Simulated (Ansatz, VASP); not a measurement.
This is a calculation of CdS (Greenockite) for VASP 6.6.1.

INCAR

```
SYSTEM = CdS
  PREC = Accurate
  ENCUT = 520
  EDIFF = 1E-6
  ISMEAR = 0
  SIGMA = 0.02
  LREAL = .False.
  LASPH = .True.
  NELM = 80
  ALGO = Fast
  ISIF = 2
  LWAVE = .False.
  LCHARG = .False.
  GGA = PE
```

File KPOINTS:

```
Automatic mesh
0
Gamma
  7 7 4
  0 0 0
```

File POSCAR:

```
CdS
1.0
    4.1500000000      0.0000000000      0.0000000000
   -2.0750000000      3.5940054257      0.0000000000
    0.0000000000      0.0000000000      6.7370000000
Cd S
2 2
Direct
    0.6666666667      0.3333333333      0.5000000000
    0.3333333333      0.6666666667      0.0000000000
    0.6666666667      0.3333333333      0.8750000000
    0.3333333333      0.6666666667      0.3750000000
```

Potentials or basis: VASP PAW PBE potentials, release 64 (Cd, S).

Command:

```console
$ cat potpaw_PBE.64/Cd/POTCAR potpaw_PBE.64/S/POTCAR > POTCAR
$ mpirun -np 1 vasp_std > vasp.out
```

Q: Set up the same calculation for Ansatz 0.2.0. Potentials there: Ansatz PAW.

A: As run (the cutoff follows the program's own potentials):

input.yaml

```yaml
crystal:
  lattice:
    - [4.15, 0.0, 0.0]
    - [-2.075, 3.5940054257, 0.0]
    - [0.0, 0.0, 6.737]
  atoms:
    - { symbol: Cd, position: [0.6666666667, 0.3333333333, 0.5] }
    - { symbol: Cd, position: [0.3333333333, 0.6666666667, 0.0] }
    - { symbol: S, position: [0.6666666667, 0.3333333333, 0.875] }
    - { symbol: S, position: [0.3333333333, 0.6666666667, 0.375] }
hamiltonian:
  xc: pbe
  pseudopotentials: { kind: paw }
kpoints:
  mp_grid: { grid: [7, 7, 4] }
scf:
  occupations: { method: gaussian, width: 0.02 }
output:
  forces: true
  stress: true
  eigenvalues: true
```

Potentials or basis: Ansatz PAW.

The run is started by

```console
$ ansatz run input.yaml --threads 2 --pin off --max-ram 5632MiB --backend cpu --events-out ev --progress --plain --runs-dir out
```

Both were run:

|  | VASP | Ansatz | Ansatz less VASP |
| --- | --- | --- | --- |
| gap on the k mesh at the Fermi level (eV) | 1.20 | 1.20 | -0.003 |
| least direct gap on the mesh (eV) | 1.20 | 1.20 | -0.003 |
| pressure (GPa) | 2.4 | 2.1 | -0.34 |
| largest component of the traceless stress (GPa) | 0.44 | 0.42 | -0.014 |
| rms of the force components (eV/Å) | 0.040 | 0.039 | -0.0009 |

Atom by atom the forces differ by 0.001 eV/Å (rms over components). The two sets of potentials don't hold the same shells in valence.

Caveats: odd divisions of the mesh miss points on the zone boundary, where band edges often lie, so the gap on the mesh can be too wide (Ansatz). A hybrid or GW would open this gap; PBE tends to underestimate it.
